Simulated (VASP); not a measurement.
ZnO:

```xyz
4
Lattice="3.2796 0.0000 0.0000 -1.6398 2.8403 0.0000 0.0000 0.0000 5.2932" Properties=species:S:1:pos:R:3 pbc="T T T"
Zn    0.0000    1.8935    4.2899
Zn    1.6398    0.9468    1.6433
O     1.6398    0.9468    3.6499
O     0.0000    1.8935    1.0033
```

The cell was built by a generator and needn't be a form met in nature.

Base run:

```yaml
Program: VASP 6.6.1
Functional: PBE
Potentials_or_basis: VASP PAW PBE potentials, release 64 (Zn, O)
Cutoff: 520 eV
k_mesh: 9 × 9 × 6
Occupations: gaussian, width 0.02 eV
Spin: no spin polarisation
```

Its results: band gap on the k mesh 0.73 eV, direct; pressure 0.9 GPa.

Q: The run is repeated on the same cell with these changes: functional from PBE to r2SCAN; further incar settings from ALGO = Fast; EDIFF = 1e-06; NBANDS = 26 to ALGO = Normal; EDIFF = 1e-07; NBANDS = 26. What comes out?

A: Band gap on the k mesh 1.17 eV, direct; pressure -5.1 GPa.

Caveats: the PAW data sets were made with another functional, which shifts forces and pressure a little (some runs).

